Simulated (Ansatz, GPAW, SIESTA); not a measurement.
## Pd: programs and potentials compared

```xyz
1
Lattice="-1.5723 1.5723 1.5723 1.5723 -1.5723 1.5723 1.5723 1.5723 -1.5723" Properties=species:S:1:pos:R:3 pbc="T T T"
Pd    0.0000    0.0000    0.0000
```

This isn't the form of Pd at room conditions, which is fcc.

Alike in all runs: task single point; functional PBEsol; k mesh 12 × 12 × 12; occupations fermi-dirac, width 0.05 eV; no spin polarisation; no spin-orbit coupling. Pressure is positive in compression and, in plane waves, holds the error of the finite cutoff.

| program and potentials | plane-wave cutoff (eV) | notes | band gap (eV) | pressure (GPa) |
| --- | --- | --- | --- | --- |
| SIESTA, files PseudoDojo sr-pbesol-0.4.1-standard, DZP (energy shift 0.003 Ry; two zetas on semicore shells) | - | atomic basis; 18 valence electrons an atom on average | no gap | -8.96 |
| GPAW, PAW data sets generated for this functional | 600 | 16 valence electrons an atom on average | no gap | -9.62 |
| Ansatz, all-electron LAPW, scalar-relativistic | - | - | no gap | -10.05 |

None finds a gap. The pressure spans -10.05 (Ansatz, all-electron LAPW, scalar-relativistic) to -8.96 GPa (SIESTA, files PseudoDojo sr-pbesol-0.4.1-standard, DZP (energy shift 0.003 Ry; two zetas on semicore shells)), with all-electron results at -10.05. Rows in atomic bases carry the error of their basis and grid, which can be large.

The functional is the same throughout but for its coding, so the spread measures potentials, basis and numerics; runs on potential files found faulty are left out.
